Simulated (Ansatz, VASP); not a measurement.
Given: the input of a run of VASP 6.6.1 on GaN.

The input INCAR:

```
SYSTEM = GaN
ALGO = Fast ; EDIFF = 1E-6
ENCUT = 550 ; GGA = PE
ISIF = 2 ; ISMEAR = 0
LASPH = .True. ; LCHARG = .True.
LELF = .True. ; LREAL = .False.
LVHAR = .True. ; LWAVE = .False.
NELM = 60 ; PREC = Accurate
SIGMA = 0.1
```

The input KPOINTS:

```
k-points
0
Gamma
  10 10 5
  0 0 0
```

The input POSCAR:

```
GaN
1.0
    3.1800000000      0.0000000000      0.0000000000
   -1.5900000000      2.7539607840      0.0000000000
    0.0000000000      0.0000000000      5.1660000000
Ga N
2 2
Cartesian
    1.5900000002      0.9179869279      2.5830000000
   -0.0000000002      1.8359738561      0.0000000000
    1.5900000002      0.9179869279      4.5202500000
   -0.0000000002      1.8359738561      1.9372500000
```

Potentials or basis: VASP PAW PBE potentials, release 64 (Ga_d_GW, N_GW).

Run with:

```sh
$ cat potpaw_PBE.64/Ga_d_GW/POTCAR potpaw_PBE.64/N_GW/POTCAR > POTCAR
$ mpirun -np 1 vasp_std > vasp.out
```

Q: Set up the same calculation for Ansatz 0.2.0. Potentials there: Ansatz PAW.

A: As run (the cutoff follows the program's own potentials):

The input input.yaml:

```yaml
crystal:
  lattice:
    - [3.18, 0.0, 0.0]
    - [-1.59, 2.753960784, 0.0]
    - [0.0, 0.0, 5.166]
  atoms:
    - { symbol: Ga, position: [0.6666666667, 0.3333333333, 0.5] }
    - { symbol: Ga, position: [0.3333333333, 0.6666666667, 0.0] }
    - { symbol: "N", position: [0.6666666667, 0.3333333333, 0.875] }
    - { symbol: "N", position: [0.3333333333, 0.6666666667, 0.375] }
hamiltonian:
  xc: pbe
  pseudopotentials: { kind: paw }
kpoints:
  mp_grid: { grid: [10, 10, 5] }
scf:
  occupations: { method: gaussian, width: 0.1 }
output:
  forces: true
  stress: true
  eigenvalues: true
```

Potentials or basis: Ansatz PAW.

Launch:

```sh
$ ansatz run input.yaml --threads 2 --pin off --max-ram 5632MiB --backend cpu --events-out ev --progress --plain --runs-dir out
```

Both were run:

|  | VASP | Ansatz | Ansatz less VASP |
| --- | --- | --- | --- |
| gap on the k mesh at the Fermi level (eV) | 1.98 | 1.96 | -0.011 |
| least direct gap on the mesh (eV) | 1.98 | 1.96 | -0.011 |
| pressure (GPa) | 7.0 | 7.3 | +0.32 |
| largest component of the traceless stress (GPa) | 1.45 | 1.43 | -0.012 |
| rms of the force components (eV/Å) | 0.078 | 0.079 | +0.0011 |

Atom by atom the forces differ by 0.001 eV/Å (rms over components).

Caveats: odd divisions of the mesh miss points on the zone boundary, where band edges often lie, so the gap on the mesh can be too wide (Ansatz); the pressure holds a Pulay correction of +0.5 GPa for the finite cutoff (Ansatz).
